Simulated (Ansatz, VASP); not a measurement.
One calculation of Yb, two programs

The input INCAR:

```
SYSTEM = Yb
  PREC = Accurate
  ENCUT = 520
  EDIFF = 1E-6
  ISMEAR = -1
  SIGMA = 0.08
  LREAL = .FALSE.
  LASPH = .TRUE.
  NELM = 100
  ALGO = Normal
  ISIF = 2
  LWAVE = .FALSE.
  LCHARG = .FALSE.
  GGA = PE
  NBANDS = 18
```

KPOINTS

```
regular mesh
0
G
  14 14 14
  0 0 0
```

Contents of POSCAR:

```
Yb
1.0
    0.0000000000      2.3188371104      2.3188371104
    2.3188371104      0.0000000000      2.3188371104
    2.3188371104      2.3188371104      0.0000000000
Yb
1
Direct
    0.0000000000      0.0000000000      0.0000000000
```

Input for Ansatz:

```yaml
crystal:
  lattice:
    - [0.0, 2.3188371104, 2.3188371104]
    - [2.3188371104, 0.0, 2.3188371104]
    - [2.3188371104, 2.3188371104, 0.0]
  atoms:
    - { symbol: Yb, position: [0.0, 0.0, 0.0] }
kpoints:
  mp_grid: { grid: [14, 14, 14] }
scf:
  occupations: { method: fermi_dirac, width: 0.08 }
hamiltonian:
  xc: pbe
  pseudopotentials: { kind: all_electron, lapw: { basis_error: 0.001 } }
output:
  forces: true
  stress: true
  eigenvalues: true
  populations: true
```

Change from the starting cell: volume scaled by 0.7, LAPW.

Alike in both runs: task single point; functional PBE; k mesh 14 × 14 × 14; occupations fermi-dirac, width 0.08 eV; no spin polarisation.

|  | VASP | Ansatz |
| --- | --- | --- |
| version | VASP 6.6.1 | Ansatz 0.2.0 |
| potentials or method | VASP PAW PBE potentials, release 64 (Yb) | all-electron LAPW, scalar-relativistic |
| plane-wave cutoff (eV) | 520 | see its input |

|  | VASP | Ansatz | Ansatz less VASP |
| --- | --- | --- | --- |
| pressure (GPa) | 11.2 | 12.4 | +1.18 |

Ansatz ran all-electron here, so the differences hold the error of VASP's frozen core and of both bases.

Spin-orbit coupling is left out, which matters for the levels of Yb. Spin polarisation is off, so any magnetic state and its effect on volume and gap are missing.
